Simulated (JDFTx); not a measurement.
SnSe2 under changes of volume

One of the cells (25.726 Å³/atom); the others are scaled copies at fixed shape and fractional positions:

```
CELL_PARAMETERS angstrom
3.81100 0.00000 0.00000
-1.90550 3.30042 0.00000
0.00000 0.00000 6.13600
ATOMIC_POSITIONS crystal
Sn 0.00000 0.00000 0.00000
Se 0.66667 0.33333 0.75100
Se 0.33333 0.66667 0.24900
```

* Program: JDFTx 1.7.0 (patched build)
* Functional: PBEsol
* Potentials or basis: PseudoDojo-SR-PBEsol-0.4.1-standard with smoothed tails
* Cutoff: 1170 eV
* Density cutoff: 9361 eV
* k mesh: 8 × 8 × 5
* Occupations: fermi-dirac, width 0.05 eV
* Spin: no spin polarisation

```csv
volume (Å³/atom),energy over the lowest point (meV/atom),pressure (GPa),gap on the mesh (eV),largest force (eV/Å)
24.182,59.72,8.2,0.78,1.309
24.697,?,?,?,?
25.212,19.67,4.4,0.74,0.838
25.726,8.32,2.7,0.72,0.630
26.241,1.93,1.3,0.69,0.437
26.755,0.00,0.0,0.67,0.260
27.270,2.05,-1.2,0.64,0.095
```

Question: What does the run at 24.697 Å³/atom give?

Answer: Energy over the lowest point 36.59 meV/atom; pressure 6.2 GPa; gap on the mesh 0.76 eV; largest force 1.064 eV/Å.

Worked out: A Birch-Murnaghan fit of order 3 (a polynomial in V^(-2/3)) to the other rows has its minimum at 26.74 Å³/atom with B0 = V·E''(V) = 65 GPa and B' = 4.7 at fixed shape and positions, which overstates the stiffness. It gives 36.59 meV/atom at 24.697 Å³/atom, against the run's 36.59, and -dE/dV = 6.2 GPa, against 6.2. A straight line through the other rows of the gap, of slope -1.16 eV per unit of ln V, gives 0.76 eV, against the run's 0.76.

Energies are extrapolated to zero smearing.

Caveats: spin-orbit coupling is left out, which moves the levels of the heavy elements; an odd mesh through Γ misses points on the zone boundary, where band edges often lie; this functional lacks dispersion, which binds the layers, so the pressure and a relaxed spacing across them are unreliable; forces of over 1 eV/Å show positions far from the minimum, so gaps and moduli don't describe the material at rest (some runs).
